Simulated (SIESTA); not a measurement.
## Input and output of a self-consistent single point for BeO (P6_3mc, 8 atoms in the cell) (SIESTA)

Level of theory: GGA PBE, numerical atomic orbitals TZP, PseudoDojo PBE standard norm-conserving potentials (rewritten from UPF to PSML) run with SIESTA.

This input was run:

```
# files in the folder: Be.psml O.psml (PseudoDojo PBE standard)
SystemName  BeO
SystemLabel beo

NumberOfAtoms                8
NumberOfSpecies              2
%block ChemicalSpeciesLabel
  1 4 Be
  2 8 O
%endblock ChemicalSpeciesLabel
LatticeConstant              1.0 Ang
%block LatticeVectors
     2.716768000    0.000000000    0.000000000
    -1.358384000    2.352790000    0.000000000
     0.000000000    0.000000000    8.894002000
%endblock LatticeVectors
AtomicCoordinatesFormat      Ang
%block AtomicCoordinatesAndAtomicSpecies
     0.000000000    0.000000000    0.000000000  1
     0.000000000    0.000000000    4.447001000  1
     1.358385358    0.784262549    6.672102420  1
    -0.000001358    1.568527451    2.225101420  1
     0.000000000    0.000000000    7.223352664  2
     0.000000000    0.000000000    2.776351664  2
     1.358385358    0.784262549    5.009902387  2
    -0.000001358    1.568527451    0.562901387  2
%endblock AtomicCoordinatesAndAtomicSpecies

XC.functional                GGA
XC.authors                   PBE
PAO.BasisSize                TZP
PAO.EnergyShift              0.01 Ry
PAO.Polarization.NonPerturbative true
MeshCutoff                   400 Ry
%block kgrid.MonkhorstPack
    7   0   0  0.0
    0   7   0  0.0
    0   0   2  0.0
%endblock kgrid.MonkhorstPack
OccupationFunction           FD
ElectronicTemperature        100.0 meV

MaxSCFIterations             150
SCF.Mixer.Method             Pulay
SCF.Mixer.Weight             0.1
SCF.Mixer.History            8
SCF.DM.Tolerance             1.0E-05
Diag.ParallelOverK           true
WriteForces                  true
```

Log, with long lists cut:

```
reinit: Reading from file input.fdf

reinit: System Name: BeO
reinit: System Label: beo

coor:   Atomic-coordinates input format  =     Cartesian coordinates
coor:                                          (in Angstroms)

siesta: Atomic coordinates (Bohr) and species
siesta:      0.00000   0.00000   0.00000  1        1
siesta:      0.00000   0.00000   8.40361  1        2
siesta:      2.56698   1.48204  12.60845  1        3
siesta:     -0.00000   2.96409   4.20483  1        4
siesta:      0.00000   0.00000  13.65016  2        5
siesta:      0.00000   0.00000   5.24654  2        6
siesta:      2.56698   1.48204   9.46734  2        7
siesta:     -0.00000   2.96409   1.06373  2        8

siesta: System type = bulk

initatomlists: Number of atoms, orbitals, and projectors:      8    96    84

siesta: ******************** Simulation parameters ****************************
redata: Spin configuration                          = none
redata: Time-Reversal Symmetry                      = T
redata: Number of Atomic Species                    =        2
redata: Mesh Cutoff                                 =   400.0000 Ry
redata: Net charge of the system                    =     0.0000 |e|
redata: Min. number of SCF Iter                     =        0
redata: Max. number of SCF Iter                     =      150
redata: SCF convergence failure will abort job
redata: SCF mix quantity                            = Hamiltonian
redata: Mix DM or H after convergence               =   F
redata: Recompute H after scf cycle                 =   F
redata: Mix DM in first SCF step                    =   T
redata: No kicks to SCF
redata: DM Mixing Weight for Kicks                  =     0.5000
redata: Require Harris convergence for SCF          =   F
redata: Harris energy tolerance for SCF             =     0.000100 eV
redata: Require DM convergence for SCF              =   T
   [... lines left out ...]
diag: Parallel distribution                         =     1 x     1
diag: Used triangular part                          = Lower
diag: Absolute tolerance                            =  0.100E-15
diag: Orthogonalization factor                      =  0.100E-05
diag: Memory factor                                 =  1.0000

superc: Internal auxiliary supercell:     9 x     9 x     3  =     243
superc: Number of atoms, orbitals, and projectors:   1944  23328  20412

                        Single-point calculation

superc: Internal auxiliary supercell:     9 x     9 x     3  =     243
superc: Number of atoms, orbitals, and projectors:   1944  23328  20412

outcell: Unit cell vectors (Ang):
        2.716768    0.000000    0.000000
       -1.358384    2.352790    0.000000
        0.000000    0.000000    8.894002

outcell: Cell vector modules (Ang)   :    2.716768    2.716768    8.894002
outcell: Cell angles (23,13,12) (deg):     90.0000     90.0000    120.0000
outcell: Cell volume (Ang**3)        :     56.8503
new_DM -- step:     1
Initializing Density Matrix...

Attempting to read DM from file... Failed...
DM filled with atomic data:

InitMesh: MESH = 30 x 30 x 108 = 97200
InitMesh: Mesh cutoff (required, used) =   400.000   407.526 Ry

stepf: Fermi-Dirac step function
        iscf     Eharris(eV)        E_KS(eV)     FreeEng(eV)     dDmax    Ef(eV) dHmax(eV)
   scf:    1    -3285.925961    -3328.532628    -3328.532628  1.408561-10.378749  3.465629
   scf:    2    -3329.369382    -3328.969538    -3328.969538  0.041644-10.256638  2.654806
   scf:    3    -3329.698068    -3329.536132    -3329.536132  0.136287 -9.758346  1.246303
   scf:    4    -3329.555867    -3329.550913    -3329.550913  0.105725 -8.925140  0.139010
   scf:    5    -3329.552852    -3329.552730    -3329.552730  0.014432 -8.984200  0.026930
   scf:    6    -3329.552795    -3329.552765    -3329.552765  0.000539 -8.986891  0.021776
   scf:    7    -3329.552821    -3329.552828    -3329.552828  0.003028 -8.979714  0.011499
   scf:    8    -3329.552840    -3329.552835    -3329.552835  0.000559 -8.983396  0.004348
   scf:    9    -3329.552836    -3329.552836    -3329.552836  0.000460 -8.986024  0.001117
   scf:   10    -3329.552836    -3329.552836    -3329.552836  0.000111 -8.985563  0.000079
   scf:   11    -3329.552836    -3329.552836    -3329.552836  0.000014 -8.985613  0.000063
   scf:   12    -3329.552836    -3329.552836    -3329.552836  0.000006 -8.985591  0.000001
SCF Convergence by DM+H criterion
max |DM_out - DM_in|         :     0.0000055001
max |H_out - H_in|      (eV) :     0.0000011402
SCF cycle converged after 12 iterations

Using DM_out to compute the final energy and forces

siesta: E_KS(eV) =            -3329.5528

siesta: E_KS - E_eggbox =     -3329.5528

siesta: Atomic forces (eV/Ang):
     1    0.000010   -0.000006    0.121956
     2   -0.000010    0.000006    0.121956
     3    0.000007   -0.000004   -0.068857
     4   -0.000007    0.000004   -0.068857
     5    0.000032   -0.000018    0.153375
     6   -0.000032    0.000018    0.153375
     7   -0.000072    0.000042   -0.229911
     8    0.000072   -0.000042   -0.229911
   Tot    0.000000   -0.000000   -0.046875
   Max    0.229911
   Res    0.089442    sqrt( Sum f_i^2 / 3N )
   Max    0.229911    constrained

Stress tensor Voigt[x,y,z,yz,xz,xy] (kbar):       79.58       79.95       88.92       -0.00        0.00        0.33
(Free)E + p*V (eV/cell)    -3332.4914
Target enthalpy (eV/cell)    -3329.5528

siesta: Program's energy decomposition (eV):
siesta: Ebs     =     -1496.568782
siesta: Eions   =      4026.918564
siesta: Ena     =       526.280353
siesta: Ekin    =      2180.256254
siesta: Enl     =     -1256.214375
siesta: Eso     =         0.000000
siesta: Edftu   =         0.000000
siesta: DEna    =       -26.397923
siesta: DUscf   =         2.628683
siesta: DUext   =         0.000000
siesta: Ex      =      -685.050833
siesta: Ec      =       -44.136431
siesta: Exc     =      -729.187265
siesta: Eharris =     -3329.552836
siesta: Etot    =     -3329.552836
siesta: FreeEng =     -3329.552836

siesta: Atomic forces (eV/Ang):
siesta:      1    0.000010   -0.000006    0.121956
siesta:      2   -0.000010    0.000006    0.121956
siesta:      3    0.000007   -0.000004   -0.068857
siesta:      4   -0.000007    0.000004   -0.068857
siesta:      5    0.000032   -0.000018    0.153375
siesta:      6   -0.000032    0.000018    0.153375
siesta:      7   -0.000072    0.000042   -0.229911
siesta:      8    0.000072   -0.000042   -0.229911
siesta: ----------------------------------------
siesta:    Tot    0.000000   -0.000000   -0.046875

siesta: Stress tensor (static) (eV/Ang**3):
siesta:     0.049667    0.000204    0.000000
siesta:     0.000204    0.049903    0.000000
siesta:     0.000000   -0.000000    0.055497

siesta: Cell volume =         56.850324 Ang**3

siesta: Pressure (static):
siesta:                Solid            Molecule  Units
siesta:          -0.00056297         -0.00058541  Ry/Bohr**3
siesta:          -0.05168916         -0.05374996  eV/Ang**3
siesta:         -82.81515758        -86.11693313  kBar
```

The run converged in 12 iterations.

The starting cell was generated: these elements placed on a structure prototype, without a prior relaxation; it need not be a known phase or ordering of this composition. Values carry the incompleteness of an atom-centred basis. With a pressure of about -8 GPa the cell is away from its equilibrium volume at this level.

Cost on one core of a shared machine: roughly 40 s.
